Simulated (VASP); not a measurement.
# MgH₂, relaxation of the atoms: which settings are enough?

MgH₂, P1 (no. 1), 9 atoms in the cell. PBE, relaxation of the atoms; PAW potentials Mg, H (PBE set). VASP 6.6.1.

Wanted: energy within 1 meV/atom; two shortest distances of each atom within 0.01 Å.

POSCAR:
```
MgH2
1.0
    0.0000000000      2.3810671700      2.3810671700
    2.3810671700      0.0000000000      2.3810671700
    7.1432015000      7.1432015000      0.0000000000
Mg H
3 6
Direct
   -0.0015570000      0.0055020000      0.0070210000
    0.0253350000     -0.0180160000      0.3322030000
    0.0082800000     -0.0033420000      0.6680760000
    0.2407980000      0.2694400000      0.0852090000
    0.2380400000      0.2422620000      0.4176060000
    0.2243210000      0.2615000000      0.7574780000
    0.7444620000      0.7501050000      0.2478840000
    0.7741930000      0.7494310000      0.5863530000
    0.7461280000      0.7431170000      0.8981690000
```

The series start from Force threshold EDIFFG (eV/Å): -0.02; Electronic threshold EDIFF (eV): 1e-6; Relaxation method: conjugate gradient, POTIM 0.5; Mixing and least electronic steps: default. Each series keeps the choices made before it, and each single choice may use up half of a tolerance.

## Force threshold EDIFFG (eV/Å)

| Force threshold EDIFFG (eV/Å) | Energy less reference (meV/atom) | Two shortest distances of each atom, largest deviation (Å) | SCF iterations | Time (s) |
|---|---|---|---|---|
| -0.1 | 0.3 | 0.024 | 43 | 9.6 |
| -0.05 | 0.2 | 0.014 | 47 | 10 |
| -0.03 | 0.1 | 0.006 | 51 | 12 |
| -0.02 | 0.0 | 0.004 | 55 | 13 |
| -0.01 | 0.0 | 0.001 | 67 | 16 |
| -0.005 | 0.0 | 0.001 | 67 | 16 |
| -0.002 (reference) | 0.0 | 0.000 | 69 | 16 |

Chosen: -0.02, the loosest value from which every tighter one stays within half of the tolerance.

## Electronic threshold EDIFF (eV)

| Electronic threshold EDIFF (eV) | Energy less reference (meV/atom) | Two shortest distances of each atom, largest deviation (Å) | SCF iterations | Time (s) |
|---|---|---|---|---|
| 0.001 | 0.0 | 0.002 | 36 | 10 |
| 0.0001 | 0.0 | 0.000 | 46 | 12 |
| 1e-5 | 0.0 | 0.000 | 47 | 11 |
| 1e-6 | 0.0 | 0.000 | 55 | 13 |
| 1e-7 (reference) | 0.0 | 0.000 | 64 | 14 |

Chosen: 0.001.

## Relaxation method

| Relaxation method | Energy less reference (meV/atom) | Two shortest distances of each atom, largest deviation (Å) | SCF iterations | Time (s) |
|---|---|---|---|---|
| conjugate gradient, POTIM 0.5 | 0.0 | 0.000 | 36 | 10 |
| conjugate gradient, POTIM 0.2 | 0.0 | 0.004 | 37 | 10 |
| conjugate gradient, POTIM 1.0 | 0.0 | 0.003 | 32 | 8.8 |
| quasi-Newton, POTIM 0.5 | 0.0 | 0.003 | 32 | 9.0 |
| quasi-Newton, POTIM 0.3, 10 steps kept | 0.0 | 0.003 | 29 | 8.3 |
| quasi-Newton, POTIM 0.5, at least 5 electronic steps | 0.0 | 0.003 | 44 | 10 |
| damped dynamics, POTIM 0.2, SMASS 0.4 | 0.0 | 0.002 | 41 | 13 |
| damped dynamics, POTIM 0.4, SMASS 0.8 | 0.0 | 0.003 | 33 | 9.5 |
| velocity quench, POTIM 0.1 | 0.0 | 0.002 | 34 | 9.5 |

Chosen: quasi-Newton, POTIM 0.3, 10 steps kept; it saves 1.7 s of 10, so conjugate gradient, POTIM 0.5 would do nearly as well.

## Mixing and least electronic steps

| Mixing and least electronic steps | Energy less reference (meV/atom) | Two shortest distances of each atom, largest deviation (Å) | SCF iterations | Time (s) |
|---|---|---|---|---|
| default | 0.0 | 0.000 | 29 | 8.3 |
| MAXMIX 40 | 0.0 | 0.001 | 29 | 8.2 |
| NELMIN 4 | 0.0 | 0.001 | 37 | 8.8 |
| NELMIN 4, MAXMIX 40 | 0.0 | 0.002 | 37 | 8.7 |
| ALGO Fast | 0.0 | 0.002 | 29 | 7.8 |

Chosen: default; no other choice that stays within half of the tolerance saves 30 % of the time.

## All choices together

| Input | Energy less reference (meV/atom) | Two shortest distances of each atom, largest deviation (Å) | Time (s) |
|---|---|---|---|
| program defaults (naive) | 0.1 | 0.006 | 9.2 |
| chosen settings | 0.0 | 0.006 | 8.3 |
| reference settings throughout | 0.0 | 0.000 | 19 |

The tolerance is met.

## The input

INCAR:
```
ALGO = Normal ; EDIFF = 0.001
EDIFFG = -0.02 ; ENCUT = 300
IBRION = 1 ; ISIF = 2
ISMEAR = 0 ; KPAR = 4
LASPH = True ; LCHARG = False
LREAL = False ; LWAVE = False
NELM = 100 ; NFREE = 10
NSW = 150 ; POTIM = 0.3
PREC = Normal ; SIGMA = 0.05
```

KPOINTS:
```
k-points
0
Gamma
  6 6 2
```

Commands:
```
cat potpaw_PBE.64/Mg/POTCAR potpaw_PBE.64/H/POTCAR > POTCAR
mpirun -np 4 vasp_std > vasp.out
```

The naive input happens to agree within the tolerance here, in 9.2 s.

Limits: the start was distorted on purpose (atoms moved at random), so the space group given is the start's and not the crystal's.

The chosen input took VASP 6.6.1 8.3 s on 4 cores (AMD EPYC 9R45 (Zen 5)), a shared host.

## An input that fails: ionic step far too long

VASP's message: internal error in: us.F  at line: 1398 internal ERROR SETYLM_AUG: -1 6 139 27 -2 5 5 If you are not a developer, you should not encounter this problem. Please submit a bug report.

Changes against the starting input:
```
- NELM = 100
- IBRION = 2
- NSW = 150
- POTIM = 0.5
+ NELM = 60
+ IBRION = 3
+ NSW = 30
+ POTIM = 5.0
+ SMASS = 0.4
```
